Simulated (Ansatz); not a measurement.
# BaTiO3: response to strain

BaTiO3 is deformed so: equal xy, yz and zx engineering shear strains of -3 %. What stress and forces result, by LAPW, PAW and all-electron datasets made for the crystal?

Computed with Ansatz 0.2.0 (DFT PBE, scalar-relativistic, unless a step's input says otherwise).

### Step 1. The starting structure

It takes space group Amm2 (No. 38, orthorhombic). Conventional cell: a = 3.984 Å, b = 5.674 Å, c = 5.692 Å, α = 90.00°, β = 90.00°, γ = 90.00°. Ba (site symmetry mm2) has 12 O at 2.80 to 2.89 Å as nearest neighbours. Ti (site symmetry mm2) has 6 O at 1.95 to 2.07 Å as nearest neighbours. Around O (site symmetry mm2) lie 2 Ti at 1.99 Å and 4 Ba at 2.80 to 2.89 Å. Around O (site symmetry m) lie 2 Ti at 1.95 to 2.07 Å and 4 Ba at 2.82 to 2.84 Å.

Coordinates:

```
Ba Ti O
1.0
     3.98410    0.00000    0.00000
     0.00000    2.83705    2.84580
     0.00000   -2.83705    2.84580
Ba Ti O
1 1 3
Direct
  0.00000 0.00000 0.00000
  0.50000 0.50790 0.50790
  0.00000 0.49210 0.49210
  0.50000 0.50251 0.99371
  0.50000 0.99371 0.50251
```

Atoms are numbered in the order of the input: Ba1, Ti2, O3, O4, O5.

### Step 2. The deformed structure

Space group Amm2 before, P1 after.

### Step 3. Full-potential LAPW

The input, input.yaml:

```yaml
crystal:
  lattice:
    - [3.9841, -0.0597615, -0.0597615]
    - [-0.08524275, 2.794363, 2.80324425]
    - [-0.00013125, -2.879737, 2.88835575]
  atoms:
    - { symbol: Ba, position: [0.0, 0.0, 0.0] }
    - { symbol: Ti, position: [0.5, 0.5079, 0.5079] }
    - { symbol: O, position: [0.0, 0.4921, 0.4921] }
    - { symbol: O, position: [0.5, 0.50251, 0.99371] }
    - { symbol: O, position: [0.5, 0.99371, 0.50251] }
kpoints:
  mp_grid: { grid: [8, 8, 8] }
  band_path:
    path:
      - [0.0, 0.0, 0.0]
      - [0.0, 0.0, 0.5]
      - [-0.5, 0.0, 0.0]
      - [0.0, 0.0, 0.0]
      - [0.0, -0.5, 0.0]
      - [0.5, -0.5, -0.5]
      - [0.0, 0.0, 0.0]
      - [0.5, -0.5, 0.0]
      - [0.0, -0.5, -0.5]
    npoints: 5
scf:
  occupations: { method: fermi_dirac, width: 0.05 }
hamiltonian:
  xc: pbe
  pseudopotentials: { kind: all_electron, lapw: { basis_error: 0.001 } }
output:
  forces: true
  stress: true
  eigenvalues: true
```

The run is started by

```bash
> ansatz run input.yaml --threads 2 --pin off --max-ram 6144MiB --backend cpu --events-out ev --progress --plain --runs-dir out
```

### Step 4. PAW with frozen cores

The input, input.yaml:

```yaml
crystal:
  lattice:
    - [3.9841, -0.0597615, -0.0597615]
    - [-0.08524275, 2.794363, 2.80324425]
    - [-0.00013125, -2.879737, 2.88835575]
  atoms:
    - { symbol: Ba, position: [0.0, 0.0, 0.0] }
    - { symbol: Ti, position: [0.5, 0.5079, 0.5079] }
    - { symbol: O, position: [0.0, 0.4921, 0.4921] }
    - { symbol: O, position: [0.5, 0.50251, 0.99371] }
    - { symbol: O, position: [0.5, 0.99371, 0.50251] }
kpoints:
  mp_grid: { grid: [8, 8, 8] }
scf:
  occupations: { method: fermi_dirac, width: 0.05 }
hamiltonian:
  xc: pbe
  pseudopotentials: { kind: paw }
output:
  forces: true
  stress: true
  eigenvalues: true
  efg: { contact_densities: true }
```

### Step 5. All-electron PAW on datasets made for the crystal

input.yaml: that of step 4 with these lines changed.

```diff
@@ -17,3 +17,3 @@
   xc: pbe
-  pseudopotentials: { kind: paw }
+  pseudopotentials: { kind: all_electron, datasets: crystal }
 output:
```

(Steps that only read results are left out.)

What does the calculation give? Wanted: pressure; largest shear or deviatoric stress.

**Answer**, as computed:

| quantity | value |
| --- | --- |
| pressure | LAPW 2.31, PAW 2.30, crystal datasets 2.31 GPa |
| largest shear or deviatoric stress (LAPW) | 3.70 GPa |

The largest part of the stress beyond the pressure is 3.70 GPa in size; the atoms are carried along and not relaxed. No run of the undeformed cell stands beside it, so the pressure holds what the given cell had before the change. PAW: stress within 0.01 GPa of LAPW, forces within 1 meV/Å. Crystal datasets: stress within 0.01 GPa of LAPW, forces within 1 meV/Å. Spin-orbit coupling is left out, though the cell holds Ba; in elements this heavy it can shift bands and gaps by tenths of an eV.
